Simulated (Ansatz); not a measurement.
FeO (Wuestite):

```
Fe O
1.0
     1.51882    0.87689    2.51958
    -1.51882    0.87689    2.51958
     0.00000   -1.75378    2.51958
Fe O
1 1
Direct
  0.00000 0.00000 0.00000
  0.50000 0.50000 0.50000
```

Alike in all runs: program Ansatz 0.2.0; functional PBEsol; potentials or basis Ansatz PAW; cutoff 420 eV (not typed: the program's choice for these potentials); k mesh 11 × 11 × 11; occupations fermi-dirac, width 0.05 eV.

Starts and where they ended:

| start | free energy over the lowest (meV/atom) | net moment (μB) | site or absolute moments (μB) | gap |
| --- | --- | --- | --- | --- |
| collinear spin, ferromagnetic start of up to 4.5 μB | 0.0 | 4.00 | Fe +3.44; O +0.32 | none (metal or under the smearing width) |
| no spin polarisation | 724.4 | - | - | none (metal or under the smearing width) |
| collinear spin, ferromagnetic start of up to 3 μB | 0.0 | 4.00 | Fe +3.44; O +0.32 | none (metal or under the smearing width) |
| collinear spin, random start of up to 2.68 μB | 0.0 | -4.00 | Fe -3.44; O -0.32 | none (metal or under the smearing width) |

Allowing spin polarisation gains 724 meV/atom. A still lower state may exist.

Caveats: semilocal functionals often make such compounds metallic where correlation or magnetic order opens a gap, which also shifts bond lengths; a cell with one magnetic atom can't hold antiferromagnetic order, which such compounds often take (some runs).
